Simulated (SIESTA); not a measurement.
ScAl3:

```
CELL_PARAMETERS angstrom
4.08781 0.00000 0.00000
0.00000 4.08781 0.00000
0.00000 0.00000 4.08781
ATOMIC_POSITIONS crystal
Sc 0.00000 0.00000 0.00000
Al 0.50000 0.50000 0.00000
Al 0.00000 0.50000 0.50000
Al 0.50000 0.00000 0.50000
```

The cell is a database's computed one.

Base run:

* Program: SIESTA 5.4.2
* Functional: PBEsol
* Potentials or basis: PseudoDojo 0.4 standard (PBEsol files)
* Basis: TZDP (energy shift 0.003 Ry; two zetas on semicore shells)
* Grid cutoff: 800 Ry
* Energy shift: 0.003 Ry
* k mesh: 7 × 7 × 7
* Occupations: fermi-dirac, width 0.05 eV
* Spin: no spin polarisation

Its results: band gap on the k mesh none (metal or under the smearing width); pressure -1.2 GPa.

Q: The run is repeated on the same cell with these changes: basis from TZDP (energy shift 0.003 Ry; two zetas on semicore shells) to SZP (energy shift 0.003 Ry). What comes out?

A: Band gap on the k mesh none (metal or under the smearing width); pressure 2.0 GPa.

Caveats: the basis of atomic orbitals isn't converged, which shifts pressures, moduli and gaps.
